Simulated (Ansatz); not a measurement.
**H started in the widest void in rocksalt SrO, 65 atoms, charge −1**

Theory: Ansatz, DFT, PBEsol, PAW, plane waves.

Command:

```sh
ansatz run in.yaml --threads 8 --pin off --max-ram 118750MiB --runs-dir r --events-out ev --progress --plain --backend cuda --devices 0, --max-vram 170GiB
```

The input less its lattice and atoms:

```yaml
crystal:
  symmetry: { detect: false }
kpoints:
  mp_grid: { grid: [1, 1, 1], shift: [0.25, 0.25, 0.25] }
hamiltonian:
  xc: pbesol
total_charge: -1
scf:
  occupations: { method: fermi_dirac, width: 0.01 }
relax:
  f_tol: 0.03
  max_steps: 80
  escape_saddle: false
  adjacent_minimum: "off"
output:
  forces: true
  eigenvalues: true
  populations: true
  charged_corrections: { epsilon: 14.5 }
```

Start:

```
O Sr H
1.0
    10.24549    0.00000    0.00000
     0.00000   10.24549    0.00000
     0.00000    0.00000   10.24549
O Sr H
32 32 1
Direct
  0.24922 0.00033 0.99882
  0.25151 0.99825 0.49806
  0.25080 0.50007 0.99566
  0.25268 0.50353 0.50038
  0.75160 0.99824 0.99848
  0.74968 0.00247 0.50177
  0.75010 0.50113 0.99875
  0.74985 0.50205 0.50373
  0.99920 0.25081 0.99818
  0.99972 0.24860 0.49730
  0.00190 0.75219 0.99730
  0.00107 0.75095 0.50431
  0.49788 0.24944 0.99837
  0.50126 0.25007 0.49980
  0.49664 0.75192 0.99919
  0.50127 0.75142 0.50051
  0.99763 0.00053 0.25073
  0.99875 0.99946 0.74834
  0.00236 0.50192 0.24932
  0.00462 0.49825 0.74702
  0.49836 0.00168 0.24811
  0.50183 0.00059 0.75143
  0.50307 0.49656 0.25022
  0.50270 0.49972 0.75206
  0.24995 0.24859 0.24822
  0.25202 0.25039 0.75121
  0.25006 0.74973 0.25144
  0.25116 0.74910 0.74742
  0.74771 0.24967 0.25190
  0.75273 0.24806 0.74897
  0.75236 0.74956 0.25089
  0.74983 0.75200 0.74990
  0.00066 0.00061 0.99835
  0.99794 0.99958 0.50036
  0.00233 0.49914 0.99847
  0.99811 0.49963 0.49882
  0.49952 0.99924 0.00086
  0.49947 0.99825 0.50013
  0.49881 0.50242 0.00139
  0.49960 0.49802 0.50047
  0.24814 0.25216 0.00101
  0.25174 0.24928 0.49869
  0.25114 0.74920 0.99870
  0.25115 0.75011 0.49988
  0.74912 0.25145 0.99584
  0.75145 0.25279 0.50239
  0.75166 0.75116 0.00226
  0.74949 0.74800 0.49989
  0.24766 0.99744 0.24695
  0.24859 0.99688 0.74851
  0.25225 0.50099 0.24797
  0.25067 0.49945 0.74780
  0.74811 0.00304 0.24771
  0.74702 0.00143 0.75134
  0.75255 0.49832 0.25054
  0.75225 0.49939 0.74741
  0.99775 0.25162 0.24884
  0.99762 0.24702 0.75000
  0.00033 0.74535 0.25121
  0.00043 0.74873 0.74882
  0.49717 0.24960 0.24850
  0.49956 0.24617 0.75058
  0.50031 0.74563 0.24684
  0.49787 0.74680 0.74781
  0.37507 0.37518 0.37418
```

Steps:

```tsv
step	energy less the first (eV)	largest force component (eV/Å)
start	0.000	1.288
1	-0.909	0.628
2	-0.991	0.548
3	-1.136	0.038
4	-1.136	0.038
5	-1.138	0.016
```

A structure on the way, about -0.99 eV from the start:

```xyz
65
Lattice="10.2455 0.0000 0.0000 0.0000 10.2455 0.0000 0.0000 0.0000 10.2455" Properties=species:S:1:pos:R:3 pbc="T T T"
O     2.5540   10.2294   10.2288
O     2.5657   10.2220    5.1197
O     2.5674    5.1239   10.2353
O     2.4765    5.2311    5.2150
O     7.6908   10.2405   10.2391
O     7.6916   10.2426    5.1266
O     7.7070    5.1259   10.2286
O     7.6933    5.1298    5.1319
O    10.2256    2.5673   10.2267
O    10.2254    2.5587    5.1120
O     0.0060    7.6897   10.2340
O    10.2363    7.6893    5.1329
O     5.1178    2.5614   10.2386
O     5.2224    2.4653    5.2210
O     5.1106    7.7001   10.2349
O     5.1298    7.6861    5.1198
O    10.2257   10.2369    2.5556
O    10.2448   10.2420    7.6801
O     0.0195    5.1336    2.5501
O     0.0057    5.1143    7.6800
O     5.1214    0.0099    2.5438
O     5.1281   10.2380    7.6957
O     5.2792    5.2575    2.4134
O     5.1425    5.1267    7.6766
O     2.4552    2.4564    2.4478
O     2.5664    2.5537    7.6973
O     2.5685    7.6729    2.5583
O     2.5698    7.6904    7.6860
O     7.6810    2.5662    2.5619
O     7.7082    2.5559    7.6944
O     7.7082    7.6896    2.5590
O     7.6897    7.6863    7.6840
Sr    0.0050   10.2454   10.2446
Sr   10.2367   10.2454    5.1115
Sr    0.0219    5.1182   10.2371
Sr    0.0203    5.1163    5.1162
Sr    5.1100    0.0101    0.0060
Sr    5.1234    0.0007    5.1061
Sr    5.1291    5.1214   10.2279
Sr    5.0666    5.0552    5.0402
Sr    2.5648    2.5653    0.0055
Sr    2.5863    2.5745    5.0895
Sr    2.5649    7.6736   10.2426
Sr    2.5690    7.6678    5.1109
Sr    7.6635    2.5738   10.2426
Sr    7.6632    2.5605    5.1183
Sr    7.6903    7.6837   10.2448
Sr    7.6693    7.6789    5.1187
Sr    2.5575   10.2415    2.5547
Sr    2.5621   10.2416    7.6733
Sr    2.6481    5.0626    2.6191
Sr    2.5701    5.1079    7.6645
Sr    7.6711    0.0245    2.5641
Sr    7.6673   10.2393    7.6757
Sr    7.6902    5.1124    2.5542
Sr    7.6769    5.1242    7.6685
Sr    0.0025    2.5606    2.5611
Sr    0.0081    2.5516    7.6723
Sr    0.0156    7.6704    2.5667
Sr    0.0026    7.6758    7.6705
Sr    5.0600    2.6348    2.6122
Sr    5.1091    2.5560    7.6799
Sr    5.1290    7.6824    2.5570
Sr    5.1227    7.6642    7.6633
H     3.7988    3.8064    3.8668
```

End:

```
O Sr H
1.0
    10.24549    0.00000    0.00000
     0.00000   10.24549    0.00000
     0.00000    0.00000   10.24549
O Sr H
32 32 1
Direct
  0.24991 0.99771 0.99739
  0.25040 0.00098 0.49920
  0.25041 0.49952 0.00064
  0.23687 0.51306 0.51270
  0.75029 0.99965 0.99934
  0.75224 0.99772 0.49972
  0.75224 0.50003 0.99740
  0.74898 0.49954 0.49922
  0.99807 0.24955 0.99738
  0.00134 0.25004 0.49920
  0.00002 0.74994 0.99933
  0.99809 0.75188 0.49972
  0.49989 0.25003 0.00061
  0.51339 0.23651 0.51269
  0.50039 0.75187 0.99740
  0.49991 0.74863 0.49923
  0.99807 0.99771 0.24924
  0.00002 0.99965 0.74961
  0.00135 0.49952 0.24973
  0.99810 0.50003 0.75154
  0.49989 0.00096 0.24972
  0.50039 0.99772 0.75155
  0.51340 0.51303 0.23617
  0.49991 0.49953 0.74828
  0.23687 0.23652 0.23618
  0.25043 0.25006 0.74822
  0.25043 0.74856 0.24975
  0.24997 0.75187 0.75155
  0.74894 0.25006 0.24974
  0.75224 0.24958 0.75154
  0.75224 0.75187 0.24928
  0.75032 0.74995 0.74964
  0.00035 0.00000 0.99967
  0.00090 0.00054 0.49899
  0.00090 0.49932 0.00020
  0.99958 0.50035 0.50002
  0.49967 0.00053 0.00021
  0.50072 0.99921 0.50003
  0.50071 0.50036 0.99888
  0.49741 0.49705 0.49672
  0.24958 0.24922 0.99888
  0.25293 0.25256 0.49668
  0.25064 0.74905 0.00020
  0.24958 0.75035 0.50003
  0.74941 0.25028 0.00019
  0.75070 0.24921 0.50004
  0.74994 0.74958 0.99970
  0.74944 0.74908 0.49900
  0.24958 0.99922 0.24890
  0.25064 0.00052 0.74872
  0.25293 0.49699 0.25224
  0.24958 0.50035 0.75000
  0.74940 0.00053 0.24996
  0.74994 0.00000 0.74926
  0.75070 0.50035 0.24890
  0.74944 0.49932 0.74874
  0.99958 0.24923 0.24890
  0.00089 0.25027 0.74872
  0.00089 0.74905 0.24996
  0.00037 0.74958 0.74926
  0.49737 0.25256 0.25223
  0.50071 0.24922 0.75001
  0.50070 0.75033 0.24891
  0.49969 0.74906 0.74874
  0.37525 0.37481 0.37452
```

The calculation finished and met its thresholds.

Time: 5.3 s of wall time on one NVIDIA GB200 with 8 processor threads, on a host shared with other runs; peak host memory 1.9 GiB.

How much energy did the relaxation gain, and which atom moved most?

1.14 eV in 5 steps, from a start with small random displacements (neighbours that lie too close to an added atom are first pushed off); atom 23 (O) moved 0.25 Å, the median atom 0.03 Å (drift of the whole cell removed).

The one k point has no symmetry partners, which can distort the end along one axis.
